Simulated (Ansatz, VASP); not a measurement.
# Cd in VASP and in Ansatz

Contents of INCAR:

```
SYSTEM = Cd
PREC = Accurate ; ENCUT = 520
EDIFF = 1E-7 ; ISMEAR = -1
SIGMA = 0.1 ; LREAL = .FALSE.
LASPH = .TRUE. ; NELM = 100
ALGO = Normal ; ISIF = 2
LWAVE = .FALSE. ; LCHARG = .TRUE.
GGA = RE ; LELF = .TRUE.
LVHAR = .TRUE. ; NBANDS = 25
```

KPOINTS

```
regular mesh
0
G
  8 8 11
  0 0 0
```

File POSCAR:

```
Cd
1.0
    5.2247368194      0.0000000000      0.0000000000
   -2.6123684097      4.5247548137      0.0000000000
    0.0000000000      0.0000000000      3.1510589993
Cd
3
Direct
    1.0000000000      0.0000000000      0.0000000000
    0.3333333333      0.6666666667      0.5000000000
    0.6666666667      0.3333333333      0.5000000000
```

Input for Ansatz:

```yaml
crystal:
  lattice:
    - [5.2247368194, 0.0, 0.0]
    - [-2.6123684097, 4.5247548137, 0.0]
    - [0.0, 0.0, 3.1510589993]
  atoms:
    - { symbol: Cd, position: [1.0, 0.0, 0.0] }
    - { symbol: Cd, position: [0.3333333333, 0.6666666667, 0.5] }
    - { symbol: Cd, position: [0.6666666667, 0.3333333333, 0.5] }
hamiltonian:
  xc: revpbe
  pseudopotentials:
    kind: paw
    azcp:
      Cd: "pseudopotentials/Cd.paw.azcp"
basis:
  ecutwfc: 420
  fft_grid_basis: typed
kpoints:
  mp_grid: { grid: [8, 8, 11], shift: [0, 0, 0] }
magnetization:
  spin_polarized: false
scf:
  occupations: { method: fermi_dirac, width: 0.1 }
  lower_state_search: "off"
output:
  stress: true
```

Alike in both runs: task single point; functional revPBE; k mesh 8 × 8 × 11; occupations fermi-dirac, width 0.1 eV; no spin polarisation.

|  | VASP | Ansatz |
| --- | --- | --- |
| version | VASP 6.6.1 | Ansatz 0.2.0 |
| potentials or method | VASP PAW PBE potentials, release 64 (Cd) | plane waves (420 eV) with PAW, scalar-relativistic |
| plane-wave cutoff (eV) | 520 | 420 |
| valence electrons in the cell | 36 | 60 |

|  | VASP | Ansatz | Ansatz less VASP |
| --- | --- | --- | --- |
| pressure (GPa) | 0.2 | 0.1 | -0.17 |

The two sets of potentials don't hold the same shells in valence.

Caveats: the PAW data sets were made with another functional, which shifts forces and pressure a little (VASP).
